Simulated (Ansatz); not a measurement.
LiCl: levels along high-symmetry lines

```
Li Cl
1.0
     3.92608    0.00000    0.00000
    -1.96304    3.40008    0.00000
     0.00000    0.00000    6.28692
Li Cl
2 2
Direct
  0.33333 0.66667 0.99758
  0.66667 0.33333 0.49758
  0.33333 0.66667 0.37842
  0.66667 0.33333 0.87842
```

Atom numbers follow the list: Li1, Li2, Cl3, Cl4.

The structure comes from a relaxation in the same program, started in the wurtzite type, and has space group P6_3mc. Whether it is a known phase or the ground state wasn't checked.

The calculation used Ansatz 0.2.0, DFT, PBE, all-electron LAPW, scalar-relativistic.

Numerical set-up: a Γ-centred 10×10×6 k mesh, Fermi–Dirac smearing of 0.05 eV, basis error target 1 meV/atom, no spin polarisation.

Points in fractions of the reciprocal vectors of this cell: Γ (0, 0, 0), M (0.5, 0, 0), K (0.333, 0.333, 0), A (0, 0, 0.5), L (0.5, 0, 0.5), H (0.333, 0.333, 0.5). The path joins them by straight lines in the order Γ–M–K–Γ–A–L–H–A–L; legs that retrace an earlier one aren't tabulated. Energies are in eV from the top of the valence band.

Q: Is there a gap, and where are the band edges?

A: 5.93 eV, direct at Γ.

Q: List the levels between -14 and 8 eV at the symmetry points.

A: 
Γ: -12.73, -12.43, -2.02, -0.39 (×2), -0.07 (×2), 0.00, 5.93
M: -12.46, -12.37, -1.86, -1.37, -1.13, -0.90, -0.58, -0.34, 7.82, 7.94
K: -12.39 (×2), -1.76, -1.19 (×2), -0.96, -0.81 (×2), 7.74
A: -12.59 (×2), -1.12 (×2), -0.24 (×4), 7.24 (×2)
L: -12.42 (×2), -1.82 (×2), -0.64 (×2), -0.58 (×2), 7.36 (×2)
H: -12.40 (×2), -1.49 (×2), -1.39 (×2), -0.41 (×2)

Kohn–Sham gaps of semilocal functionals usually fall short of measured ones.
